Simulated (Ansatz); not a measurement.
Consider the atomization: `N#CCC#N` → 3 C• + 2 H• + 2 N•.

Computed with Ansatz on PBE0-D4/def2-TZVP structures; ΔE is electronic, products minus reactants. CCSD(T)/CBS adds triple-zeta CCSD(T) − MP2 to the extrapolated MP2 energy (def2 sets, frozen cores). This one scheme is used for every species, atoms too. DFT in def2-TZVPP. Open shells (•) are unrestricted, without spin–orbit coupling. Spin–orbit coupling would lower the free atoms: a little for C.

```
  species  ωB97X-V energy (Eh)
`N#CCC#N`           -224.99427
       C•            -37.84659
       H•             -0.50049
       N•            -54.58629
```

(1) Work out ΔE.

Largest T1 diagnostic among the species: 0.014.

Answers

(1) ΔE = 3 × (-37.84659) + 2 × (-0.50049) + 2 × (-54.58629) − (-224.99427) = 1.28094 Eh = +3363.1 kJ/mol. CCSD(T)/CBS gives +3343.0 kJ/mol.

Leaving LDA and LC-ωPBE aside and taking each functional with its dispersion term where it has one, the values, not all of them listed here, spread over 345.6 kJ/mol, from BHLYP-D4 to PBE-D4. LDA lies +410.7 kJ/mol from PBE without D4, its usual overbinding. At CCSD(T), def2-SVP lies −157.3 kJ/mol from the extrapolated value and def2-TZVPP −100.3 kJ/mol: correlation converges slowly with the basis, and small sets miss more of it in the bonded molecule than in its fragments.

For atomizations the MP2-based limit and the directly extrapolated one differ by several kJ/mol either way, and by 10 to 25 for some Ge, Se and Sn compounds, so smaller differences from it don't rank the levels.
